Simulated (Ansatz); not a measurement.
Molecular dynamics of ZrO2

Input:

```yaml
crystal:
  lattice:
    - [5.005752, 0.0, 0.0]
    - [0.0, 5.005752, 0.0]
    - [0.0, 0.0, 5.005752]
  atoms:
    - { symbol: Zr, position: [0.0, 0.0, 0.0] }
    - { symbol: O, position: [0.25, 0.25, 0.25] }
    - { symbol: O, position: [0.75, 0.75, 0.75] }
    - { symbol: Zr, position: [0.5, 0.5, 0.0] }
    - { symbol: O, position: [0.75, 0.75, 0.25] }
    - { symbol: O, position: [0.25, 0.25, 0.75] }
    - { symbol: Zr, position: [0.5, 0.0, 0.5] }
    - { symbol: O, position: [0.75, 0.25, 0.75] }
    - { symbol: O, position: [0.25, 0.75, 0.25] }
    - { symbol: Zr, position: [0.0, 0.5, 0.5] }
    - { symbol: O, position: [0.25, 0.75, 0.75] }
    - { symbol: O, position: [0.75, 0.25, 0.25] }
basis:
  ecutwfc: 420.0
kpoints:
  mp_grid: { grid: [2, 2, 2] }
hamiltonian:
  xc: pbe
  dispersion: d3bj
  pseudopotentials: { kind: paw, azcp: { folder: soft_1 } }
scf:
  occupations: { method: fermi_dirac, width: 0.17 }
  lower_state_search: "off"
md:
  timestep: 1
  n_steps: 250
  ensemble: nvt_langevin
  temperature: 2000.0
  initial_velocities: maxwell_boltzmann
  seed: 403805
  friction: 0.02
```

Run as:

```bash
$ ansatz run input.yaml --threads 1 --pin off --max-ram 3072MiB --backend cpu --events-out ev --progress --plain --runs-dir out
```

It starts from a structure without forces on its atoms.

Output, in part (step lines):

```
md step     0: t =     0.00 fs  T =  1833.3 K  F+E_penalty+E_count = -21298.03387049 eV  E_kin = 2.843720 eV  (10 SCF iters)
md step     1: t =     1.00 fs  T =  1585.2 K  F+E_penalty+E_count = -21298.02209585 eV  E_kin = 2.458876 eV  (8 SCF iters)
md step     2: t =     2.00 fs  T =  1689.8 K  F+E_penalty+E_count = -21297.98967464 eV  E_kin = 2.621040 eV  (7 SCF iters)
md step     3: t =     3.00 fs  T =  1698.9 K  F+E_penalty+E_count = -21297.93588947 eV  E_kin = 2.635138 eV  (7 SCF iters)
md step     4: t =     4.00 fs  T =  1861.3 K  F+E_penalty+E_count = -21297.85925983 eV  E_kin = 2.887027 eV  (8 SCF iters)
md step     5: t =     5.00 fs  T =  1750.6 K  F+E_penalty+E_count = -21297.76082581 eV  E_kin = 2.715342 eV  (6 SCF iters)
md step     6: t =     6.00 fs  T =  1698.5 K  F+E_penalty+E_count = -21297.63927324 eV  E_kin = 2.634533 eV  (6 SCF iters)
md step     7: t =     7.00 fs  T =  1689.9 K  F+E_penalty+E_count = -21297.50070393 eV  E_kin = 2.621189 eV  (6 SCF iters)
[... lines left out ...]
```

The steps, from the saved trajectory:

```tsv
time (fs)	T (K)	potential energy less start (eV)
0.0	1833	0.000
8.0	1635	0.670
16.0	1114	1.538
24.0	1443	1.465
32.0	1548	2.132
40.0	1504	2.367
48.0	1733	2.398
56.0	1761	3.264
64.0	2211	3.156
72.0	2362	2.720
80.0	2558	2.135
88.0	2399	2.393
96.0	1826	2.950
104.0	2282	2.801
112.0	1834	3.335
120.0	2217	2.977
128.0	1944	2.373
136.0	1866	2.879
144.0	2433	2.240
152.0	2534	2.940
160.0	1776	2.985
168.0	1968	2.444
176.0	1780	2.952
184.0	1969	3.141
192.0	2172	3.798
200.0	1457	4.240
208.0	2361	2.726
216.0	2453	1.831
224.0	1887	1.658
232.0	1955	1.449
240.0	2113	2.056
248.0	1878	2.654
```

The run went to its last step. A run of 0.25 ps of so small a system gives no equilibrium averages. Limits of this set-up: coarse k mesh.

Mean squared displacements from the first frame to the last, about the centre of mass: Zr 0.02 Å², O 0.14 Å².

Last frame:

```xyz
12
Lattice="5.0058 0.0000 0.0000 0.0000 5.0058 0.0000 0.0000 0.0000 5.0058" Properties=species:S:1:pos:R:3
Zr -0.156 0.055 -0.275
O 0.752 1.466 0.728
O 3.285 3.809 3.341
Zr 2.156 2.526 -0.094
O 3.806 3.431 0.965
O 1.051 1.081 3.329
Zr 2.259 0.008 2.289
O 3.587 1.426 3.387
O 1.125 4.067 0.874
Zr -0.158 2.601 2.197
O 0.902 3.395 3.539
O 3.095 0.965 0.773
```

The run took 11 min on 1 thread of Intel(R) Xeon(R) Platinum 8259CL CPU @ 2.50GHz (Skylake/Cascade Lake), on a shared host, peak memory 0.48 GiB.
